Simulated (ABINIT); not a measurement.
# CrO2 (R-3m) in ABINIT: reference runs

How does CrO2 come out in PBE? The cell is run as given.

All numbers are computed with ABINIT 10.8.3 (patched build); they aren't measurements. Logs are shortened: lines on timing, memory, paths and dates and some standing lists are left out, and cuts for length are marked. The log counts tension as positive stress, the text compression.

## (1) Starting point

The structure is trigonal, space group R-3m (No. 166). Conventional cell: a = 2.980 Å, b = 2.980 Å, c = 14.370 Å, α = 90.00°, β = 90.00°, γ = 120.00°. Around Cr (site symmetry -3m) lie 6 O at 1.95 Å. O (site symmetry 3m) has 3 Cr at 1.95 Å as nearest neighbours.

Measurements of this composition are mostly on another form, of space group No. 136.

## (2) Single point, PBE, collinear spin, ferromagnetic start

run.abi reads:

```
pp_dirpath "./"
pseudos "Cr.GGA_PBE-JTH.xml, O.GGA_PBE-JTH.xml"

structure "poscar:POSCAR"
natom 3

ecut 23.0
pawecutdg 45.0
pawxcdev 0

kptopt 1
ngkpt 10 10 10
nshiftk 1
shiftk 0.0 0.0 0.0

ixc 11

nband 18
occopt 3
tsmear 0.05 eV

nsppol 2
spinat
     0.0000000000     0.0000000000     3.0000000000
     0.0000000000     0.0000000000     0.0000000000
     0.0000000000     0.0000000000     0.0000000000

nstep 100
tolvrs 1.0e-9

iomode 3
prtwf 0
prteig 0
prtebands 0
prtden 1
prtvha 1
prtvclmb 1
prtpot 1
```

POSCAR reads:

```
CrO2
1.0
    1.4899679969      0.8602334241      4.7899538005
   -1.4899679969      0.8602334241      4.7899538005
    0.0000000000     -1.7204668482      4.7899538005
Cr O
1 2
Direct
    0.5000000000      0.5000000000      0.5000000000  Cr
    0.2309180000      0.2309180000      0.2309180000  O
    0.7690820000      0.7690820000      0.7690820000  O
```

Potentials or basis: JTH PAW PBE v2.0.

The run is started by

```console
$ abinit run.abi > log 2>&1
```

run.abo:

```text
.Version 10.8.3 of ABINIT
 Symmetries : space group R-3 m (#166); Bravais hR (rhombohedral)
================================================================================
 Values of the parameters that define the memory need of the present run
     intxc =       0    ionmov =       0      iscf =      17    lmnmax =      18
     lnmax =       6     mgfft =      45  mpssoang =       3    mqgrid =    3001
     natom =       3  nloc_mem =       2    nspden =       2   nspinor =       1
    nsppol =       2      nsym =      12    n1xccc =       1    ntypat =       2
    occopt =       3   xclevel =       2
       mpw =        1328          nfft =       91125          nkpt =         116
 PAW method is used; the additional fine FFT grid is defined by:
   mgfftf=        60    nfftf =    216000
================================================================================
================================================================================

--------------------------------------------------------------------------------
------------- Echo of variables that govern the present computation ------------
--------------------------------------------------------------------------------
 -outvars: echo values of preprocessed input variables --------
            acell      1.0000000000E+00  1.0000000000E+00  1.0000000000E+00 Bohr
              amu      5.19961000E+01  1.59994000E+01
             ecut      2.30000000E+01 Hartree
                       outvar_i_n : Printing only first  50 k-points.
              ixc          11
                       outvar_i_n : Printing only first  50 k-points.
         kptrlatt       10    0    0      0   10    0      0    0   10
          kptrlen      5.63126290E+01
            natom           3
            nband          18
            ngfft          45      45      45
          ngfftdg          60      60      60
             nkpt         116
           nspden           2
           nsppol           2
            nstep         100
             nsym          12
           ntypat           2
                       prtocc : prtvol=0, do not print more k-points.
                       1.000000  1.000000  1.000000  1.000000  1.000000  1.000000
                       1.000000  1.000000  1.000000  1.000000  1.000000  1.000000
                       1.000000  0.000000  0.000000  0.000000  0.000000  0.000000
                       1.000000  1.000000  1.000000  1.000000  1.000000  1.000000
                       1.000000  1.000000  1.000000  1.000000  1.000000  1.000000
                       1.000000  0.000000  0.000000  0.000000  0.000000  0.000000
[... 142 lines left out ...]
                       1.000000  1.000000  1.000000  1.000000  1.000000  1.000000
                       1.000000  0.000000  0.000000  0.000000  0.000000  0.000000
                       prtocc : prtvol=0, do not print more k-points.
           occopt           3
        pawecutdg      4.50000000E+01 Hartree
         pawxcdev           0
        prtebands           0
           prteig           0
           prtpot           1
         prtvclmb           1
           prtvha           1
            prtwf           0
            rprim      2.8156314505E+00  1.6256055759E+00  9.0517008387E+00
                      -2.8156314505E+00  1.6256055759E+00  9.0517008387E+00
                       0.0000000000E+00 -3.2512111518E+00  9.0517008387E+00
          spgroup         166
           spinat      0.0000000000E+00  0.0000000000E+00  3.0000000000E+00
                       0.0000000000E+00  0.0000000000E+00  0.0000000000E+00
                       0.0000000000E+00  0.0000000000E+00  0.0000000000E+00
           tolvrs      1.00000000E-09
           tsmear      1.83746611E-03 Hartree
            typat      1  2  2
           useylm           1
                       outvars : Printing only first  50 k-points.
           xangst      0.0000000000E+00  0.0000000000E+00  7.1849307007E+00
                       1.2854627158E-17  7.2739098188E-17  3.3182596551E+00
                       6.9855211648E-17  5.5759771088E-17  1.1051601746E+01
            xcart      0.0000000000E+00  0.0000000000E+00  1.3577551258E+01
                       2.4291724779E-17  1.3745697422E-16  6.2706019628E+00
                       1.3200721848E-16  1.0537069620E-16  2.0884500553E+01
             xred      5.0000000000E-01  5.0000000000E-01  5.0000000000E-01
                       2.3091800000E-01  2.3091800000E-01  2.3091800000E-01
                       7.6908200000E-01  7.6908200000E-01  7.6908200000E-01
            znucl       24.00000    8.00000

================================================================================

 chkinp: Checking input parameters for consistency.

================================================================================
== DATASET  1 ==================================================================

--- !DatasetInfo
iteration_state: {dtset: 1, }
dimensions: {natom: 3, nkpt: 116, mband: 18, nsppol: 2, nspinor: 1, nspden: 2, mpw: 1328, }
cutoff_energies: {ecut:  23.0, pawecutdg:  45.0, }
electrons: {nelect:   2.60000000E+01, charge:   0.00000000E+00, occopt:   3.00000000E+00, tsmear:   1.83746611E-03, }
meta: {optdriver: 0, ionmov: 0, optcell: 0, iscf: 17, paral_kgb: 0, }
...

 Exchange-correlation functional for the present dataset will be:
  GGA: Perdew-Burke-Ernzerhof functional - ixc=11
  J.P.Perdew, K.Burke, M.Ernzerhof, PRL 77, 3865 (1996)

 Real(R)+Recip(G) space primitive vectors, cartesian coordinates (Bohr,Bohr^-1):
 R(1)=  2.8156315  1.6256056  9.0517008  G(1)=  0.1775801  0.1025259  0.0368255
 R(2)= -2.8156315  1.6256056  9.0517008  G(2)= -0.1775801  0.1025259  0.0368255
 R(3)=  0.0000000 -3.2512112  9.0517008  G(3)=  0.0000000 -0.2050518  0.0368255
[... 86 lines left out ...]
cartesian_stress_tensor: # hartree/bohr^3
- [  3.62389428E-04,   0.00000000E+00,   0.00000000E+00, ]
- [  0.00000000E+00,   3.62389428E-04,   0.00000000E+00, ]
- [  0.00000000E+00,   0.00000000E+00,   7.20473823E-05, ]
pressure_GPa:  -7.8145E+00
xred      :
- [  5.0000E-01,   5.0000E-01,   5.0000E-01, Cr]
- [  2.3092E-01,   2.3092E-01,   2.3092E-01,  O]
- [  7.6908E-01,   7.6908E-01,   7.6908E-01,  O]
cartesian_forces: # hartree/bohr
- [ -4.10736397E-19,  -9.48555078E-19,  -0.00000000E+00, ]
- [  2.86273160E-18,   5.68854634E-19,  -5.75867490E-03, ]
- [ -2.45199520E-18,   3.79700444E-19,   5.75867490E-03, ]
force_length_stats: {min:   1.03366393E-18, max:   5.75867490E-03, mean:   3.83911660E-03, }
...

 Integrated electronic and magnetization densities in atomic spheres:
 ------------------------------------------------------------------------------------------------------------
 Radius=ratsph(iatom), smearing ratsm=  0.0000. Diff(up-dn)=approximate z local magnetic moment.
    Atom    Radius    up_density   dn_density  Total(up+dn)  Diff(up-dn)
    1 Cr   2.10818     7.034514     4.983208     12.017722     2.051306
    2  O   1.41465     2.220990     2.301663      4.522653    -0.080673
    3  O   1.41465     2.220990     2.301663      4.522653    -0.080673
 ------------------------------------------------------------------------------------------------------------
  Sum:                11.476494     9.586534     21.063029     1.889960
 Total magnetization (from the atomic spheres):                1.889960
 Total magnetization (exact up - dn):                          2.000004

================================================================================

 ----iterations are completed or convergence reached----

 Mean square residual over all n,k,spin=   80.011E-09; max=  16.837E-05
 reduced coordinates (array xred) for    3 atoms
       0.500000000000      0.500000000000      0.500000000000
       0.230918000000      0.230918000000      0.230918000000
       0.769082000000      0.769082000000      0.769082000000
 rms dE/dt=  4.2561E-02; max dE/dt=  5.2126E-02; dE/dt below (all hartree)
    1       0.000000000000      0.000000000000      0.000000000000
    2       0.052125802423      0.052125802423      0.052125802423
    3      -0.052125802423     -0.052125802423     -0.052125802423

 cartesian coordinates (angstrom) at end:
    1      0.00000000000000     0.00000000000000     7.18493070075000
    2      0.00000000000000     0.00000000000000     3.31825965511158
    3      0.00000000000000     0.00000000000000    11.05160174638842

 cartesian forces (hartree/bohr) at end:
    1     -0.00000000000000    -0.00000000000000    -0.00000000000000
    2      0.00000000000000     0.00000000000000    -0.00575867490009
    3     -0.00000000000000     0.00000000000000     0.00575867490009
 frms,max,avg= 2.7146654E-03 5.7586749E-03   0.000E+00  0.000E+00  0.000E+00 h/b

 cartesian forces (eV/Angstrom) at end:
    1     -0.00000000000000    -0.00000000000000    -0.00000000000000
    2      0.00000000000000     0.00000000000000    -0.29612296948739
    3     -0.00000000000000     0.00000000000000     0.29612296948739
 frms,max,avg= 1.3959371E-01 2.9612297E-01   0.000E+00  0.000E+00  0.000E+00 e/A
 length scales=  1.000000000000  1.000000000000  1.000000000000 bohr
              =  0.529177210544  0.529177210544  0.529177210544 angstroms
 Fermi (or HOMO) energy (hartree) =   0.10404   Average Vxc (hartree)=  -0.36440
 Magnetization (Bohr magneton)=  2.00000000E+00
 Total spin up =  1.40000000E+01   Total spin down =  1.20000000E+01
 Eigenvalues (hartree) for nkpt= 116  k points, SPIN UP:
 kpt#   1, nband= 18, wtk=  0.00100, kpt=  0.0000  0.0000  0.0000 (reduced coord)
  -2.59242   -1.53655   -1.53366   -1.53366   -0.60078   -0.52061   -0.09936   -0.09638
  -0.09638    0.05091    0.05091    0.05881    0.05977    0.05977    0.12973    0.23692
   0.23692    0.33628
      occupation numbers for kpt#   1
   1.00000    1.00000    1.00000    1.00000    1.00000    1.00000    1.00000    1.00000
   1.00000    1.00000    1.00000    1.00000    1.00000    1.00000    0.00000    0.00000
   0.00000    0.00000
 prteigrs : prtvol=0 or 1, do not print more k-points.

 Eigenvalues (hartree) for nkpt= 116  k points, SPIN DOWN:
 kpt#   1, nband= 18, wtk=  0.00100, kpt=  0.0000  0.0000  0.0000 (reduced coord)
  -2.50737   -1.45155   -1.45155   -1.44988   -0.60310   -0.52560   -0.08509   -0.07989
  -0.07989    0.04626    0.04626    0.05216    0.14906    0.14906    0.20450    0.27131
   0.27131    0.34603
      occupation numbers for kpt#   1
   1.00000    1.00000    1.00000    1.00000    1.00000    1.00000    1.00000    1.00000
   1.00000    1.00000    1.00000    1.00000    0.00000    0.00000    0.00000    0.00000
   0.00000    0.00000
 prteigrs : prtvol=0 or 1, do not print more k-points.

--- !EnergyTerms
iteration_state     : {dtset: 1, }
comment             : Components of total free energy in Hartree
kinetic             :  3.05158700239479E+01
hartree             :  4.50379938442929E+01
xc                  : -1.05719170372648E+01
Ewald energy        : -6.35525020272326E+01
psp_core            :  3.78595184062188E+00
local_psp           : -1.21375367158645E+02
PAW spherical_terms : -3.59222638983211E+00
internal            : -1.19752196904112E+02
'-kT*entropy'       : -5.44811970730522E-04
total_energy        : -1.19752741716083E+02
total_energy_eV     : -3.25863810885153E+03
...

--- !EnergyTermsDC
iteration_state     : {dtset: 1, }
comment             : '"Double-counting" decomposition of free energy'
band_energy         : -1.64935172610994E+01
Ewald energy        : -6.35525020272326E+01
psp_core            :  3.78595184062188E+00
xc_dc               : -4.18675107370557E+01
PAW spherical_terms : -1.62462438544561E+00
internal            : -1.19752202570211E+02
'-kT*entropy'       : -5.44811970730522E-04
total_energy_dc     : -1.19752747382182E+02
total_energy_dc_eV  : -3.25863826303395E+03
...

--- !EnergyTermsWithPAWCore
iteration_state     : {dtset: 1, }
comment             : 'Components of total free energy, including PAW core contributions'
Total energy        : -1.20143401034277E+03
Total energy DC     : -1.20143401600887E+03
Total energy (eV)   : -3.26926849044950E+04
Total energy DC (eV): -3.26926850586774E+04
...

 Cartesian components of stress tensor (hartree/bohr^3)
  sigma(1 1)=  3.62389428E-04  sigma(3 2)=  0.00000000E+00
  sigma(2 2)=  3.62389428E-04  sigma(3 1)=  0.00000000E+00
  sigma(3 3)=  7.20473823E-05  sigma(2 1)=  0.00000000E+00

-Cartesian components of stress tensor (GPa)         [Pressure= -7.8145E+00 GPa]
- sigma(1 1)=  1.06618651E+01  sigma(3 2)=  0.00000000E+00
- sigma(2 2)=  1.06618651E+01  sigma(3 1)=  0.00000000E+00
- sigma(3 3)=  2.11970717E+00  sigma(2 1)=  0.00000000E+00

== END DATASET(S) ==============================================================
================================================================================

 -outvars: echo values of variables after computation  --------
            acell      1.0000000000E+00  1.0000000000E+00  1.0000000000E+00 Bohr
           etotal     -1.1975274738E+02
            fcart     -4.1073639702E-19 -9.4855507754E-19 -0.0000000000E+00
                       2.8627316012E-18  5.6885463401E-19 -5.7586749001E-03
                      -2.4519952042E-18  3.7970044353E-19  5.7586749001E-03
            rprim      2.8156314505E+00  1.6256055759E+00  9.0517008387E+00
                      -2.8156314505E+00  1.6256055759E+00  9.0517008387E+00
                       0.0000000000E+00 -3.2512111518E+00  9.0517008387E+00
           strten      3.6238942784E-04  3.6238942763E-04  7.2047382253E-05
                       0.0000000000E+00  0.0000000000E+00  0.0000000000E+00
           xangst      0.0000000000E+00  0.0000000000E+00  7.1849307007E+00
                       1.2854627158E-17  7.2739098188E-17  3.3182596551E+00
                       6.9855211648E-17  5.5759771088E-17  1.1051601746E+01
             xred      5.0000000000E-01  5.0000000000E-01  5.0000000000E-01
                       2.3091800000E-01  2.3091800000E-01  2.3091800000E-01
                       7.6908200000E-01  7.6908200000E-01  7.6908200000E-01
 Calculation completed.
```

Wall time 10 min (1 thread of Arm Neoverse V2, shared host); peak memory 0.36 GiB.

Results:

```yaml
Free_energy: -3258.6383 eV
Pressure: -7.8 GPa
Largest_force: 0.296 eV/Å
Band_gap_on_the_k_mesh: none (metal or under the smearing width)
Net_moment: 2.00 μB per cell
Site_moments: Cr +2.05; O -0.08 μB
Valence_electrons_inside_the_program's_atomic_spheres: Cr 12.02; O 4.52
```

Forces on the atoms (eV/Å):
```
Cr   0.000  0.000  0.000
O    0.000  0.000 -0.296
O    0.000  0.000  0.296
```

Stress tensor (GPa, compression positive):
```
-10.66   0.00   0.00
  0.00 -10.66   0.00
  0.00   0.00  -2.12
```

Caveat: a cell with one magnetic atom can't hold antiferromagnetic order, which such compounds often take; semilocal functionals often make such compounds metallic where correlation or magnetic order opens a gap, which also shifts bond lengths.
